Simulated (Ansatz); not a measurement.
## In under changes of volume

One of the cells (26.686 Å³/atom); the others are scaled copies at fixed shape and fractional positions:

```
In
1.0
    -1.88253    1.88253    1.88253
     1.88253   -1.88253    1.88253
     1.88253    1.88253   -1.88253
In
1
Direct
  0.00000 0.00000 0.00000
```

This isn't the form of In at room conditions, which is tetragonal.

| Item | Value |
| --- | --- |
| Program | Ansatz 0.2.0 |
| Functional | r2SCAN |
| Potentials or basis | Ansatz PAW |
| Cutoff | 500 eV (not typed: the program's choice for these potentials) |
| k mesh | 10 × 10 × 10 |
| Occupations | fermi-dirac, width 0.05 eV |
| Spin | no spin polarisation |

| volume (Å³/atom) | energy over the lowest point (meV/atom) | pressure (GPa) |
| --- | --- | --- |
| 25.085 | 10.19 | 2.6 |
| 25.618 | 3.70 | 1.5 |
| 26.152 | 0.47 | 0.6 |
| 26.686 | 0.00 | -0.2 |
| 27.220 | 1.88 | -0.9 |
| 27.753 | 5.81 | -1.5 |
| 28.287 | ? | ? |

Task: What does the run at 28.287 Å³/atom give?

Result: Energy over the lowest point 11.60 meV/atom; pressure -2.0 GPa.

Worked out: A Birch-Murnaghan fit of order 3 (a polynomial in V^(-2/3)) to the other rows has its minimum at 26.52 Å³/atom with B0 = V·E''(V) = 37 GPa and B' = 6.8. It gives 11.44 meV/atom at 28.287 Å³/atom, against the run's 11.60, and -dE/dV = -1.9 GPa, against -2.0.

Energies are extrapolated to zero smearing.

Caveats: the PAW data sets come from PBE, with cores solved anew for the run's functional, which leaves a small shift of forces and pressure.
